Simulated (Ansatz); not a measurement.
**Phases of SiNi at 12 GPa**

Structure types of SiNi are relaxed in primitive cells with their symmetry kept at 12 GPa, on PAW files; LAPW relaxes the small cells further and takes the PAW cell for the others (marked *). The enthalpy is E + pV at zero temperature, without zero-point motion. Only the types listed were tried, and differences under about 5 meV/atom are mesh noise. The real phase may be another.

Computed with Ansatz 0.2.0; functional PBE, scalar-relativistic. Settings: Fermi–Dirac smearing of 0.05 eV, no spin polarisation. Methods: LAPW: all electrons, basis error target 0.5 meV/atom; PAW: frozen-core files, cutoff 420 eV.

k meshes: rocksalt 15×15×15, CsCl 14×14×14, WC 15×15×13, NiAs 11×11×6, zincblende 13×13×13.

Spin polarisation is left out, though a magnetic state may lie lower.

**Question.** Which type is lowest in enthalpy, and by how much?

**Answer.** NiAs, 14 meV/atom below distorted WC. The whole table:

```
start type              ends as          a, b, c (Å)  V (Å³/atom)  H − H(lowest), LAPW (meV/atom)  same, PAW
  rocksalt      rocksalt, Fm-3m  4.627, 4.627, 4.627        12.38                           452.7      452.2
      CsCl          CsCl, Pm-3m  2.782, 2.782, 2.782        10.76                            25.7       25.9
        WC  distorted WC, P-6m2  2.669, 2.669, 3.580        11.05                            13.5       14.3
     NiAs*       NiAs, P6_3/mmc  3.432, 3.432, 4.735        12.07                             0.0        0.0
zincblende    zincblende, F-43m  4.982, 4.982, 4.982        15.46                           920.3      919.5
```

**Question.** Split the lead of NiAs over distorted WC into energy and pV.

**Answer.** For distorted WC less NiAs: ΔE = +90.2 meV/atom, and p·ΔV = 12 GPa × -1.0241 Å³ × 6.242 meV/(GPa·Å³) = -76.7 meV/atom, together 13.5 meV/atom. NiAs wins by its internal energy, though it is the less dense.

**Question.** Would distorted WC gain on NiAs at higher pressure?

**Answer.** Yes: dH/dp = V, and its volume is smaller by 1.02 Å³/atom. Held constant, that would close the gap after about 2.1 GPa more, a rough figure, since the volume difference changes with pressure.
